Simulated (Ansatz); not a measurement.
**MgO (zincblende) from LDA to hybrids**

All numbers come from Ansatz. No spin polarisation and no zero-point or thermal motion; the cell was built from a prototype and may be hypothetical.

The cell is MgO built on the zincblende prototype; cell and atoms were relaxed with r2SCAN. Space group F-43m (No. 216), cubic; conventional cell a = 4.564 Å, 11.88 Å³ an atom. Around Mg lie 4 O at 1.98 Å; around O lie 4 Mg at 1.98 Å.

Relaxed lattice by functional, symmetry kept:

| functional | k mesh | a (Å) | volume (Å³/atom) |
| --- | --- | --- | --- |
| PBE | 10×10×10 | 4.612 | 12.26 |
| r2SCAN | 8×8×8 | 4.564 | 11.88 |
| PBEsol | 8×8×8 | 4.575 | 11.97 |
| LDA | 8×8×8 | 4.518 | 11.53 |

Band edges at fixed r2SCAN geometry:
```csv
level,k mesh,gap (eV),kind,edges,least direct gap (eV),rough cost
LDA,10×10×10,3.55,direct,Γ,3.55,1.9 core-seconds
PBE,10×10×10,3.66,direct,Γ,3.66,2.6 core-seconds
r2SCAN,10×10×10,4.34,direct,Γ,4.34,4 core-seconds
HSE06,6×6×6,5.27,direct,Γ,5.27,30 core-seconds
DDH-PBE0,6×6×6,6.73,direct,Γ,6.73,40 core-seconds
PBE0,6×6×6,5.98,direct,Γ,5.98,28 core-seconds
r2SCAN0,6×6×6,6.42,direct,Γ,6.42,40 core-seconds
Hartree-Fock,6×6×6,13.76,direct,Γ,13.76,30 core-seconds
"G0W0@PBE (70 empty bands, 120 eV, 6×6×6)",6×6×6,5.65,–,Γ (mesh),–,30 core-seconds
"G0W0@PBE (176 empty bands, 220 eV, 6×6×6)",6×6×6,5.87,–,Γ (mesh),–,4 core-minutes
```
PBE: smearing of 0.02 eV; the others have fixed occupations.
Wave cutoffs: 420 eV, 500 eV (r2SCAN, r2SCAN0).
The G0W0 gap is PBE's gap over the path plus the quasiparticle shift read on the mesh. The G0W0 figures hold for the stated bands, cutoff and mesh and aren't extrapolated.
Costs come from shared machines and give only the order; PBE's includes the band path.

The HSE06 gap is direct at Γ: 5.27 eV.

Set against the finite-basis gap of 5.87 eV from G0W0@PBE (176 empty bands, 220 eV, 6×6×6), the closest functional is PBE0, which differs by +0.11 eV, at about 8 times r2SCAN's cost; G0W0 itself took about 60 times r2SCAN's cost. The others: r2SCAN0 +0.55, HSE06 -0.60, DDH-PBE0 +0.86, r2SCAN -1.53, PBE -2.21, LDA -2.32, Hartree-Fock +7.89 eV. The yardstick still moved by +0.22 eV in its last step of bands and cutoff, so this order can change. r2SCAN covers 42 % of the step from PBE to HSE06, while HSE06 needs about 8 times r2SCAN's cost (on a coarser mesh). All these functionals give a gap of the same kind, direct.

r2SCAN (ground state on 8×8×8): The electronic dielectric tensor ε∞ is 2.85 in all directions. Born charges, averaged over directions: Mg +1.83, O -1.83 e. PBE (ground state on 8×8×8): ε∞: 3.05 in all directions. Born charges, averaged over directions: Mg +1.82, O -1.82 e.

The meshes of the hybrids are coarse, so their gaps aren't converged to the digits shown.
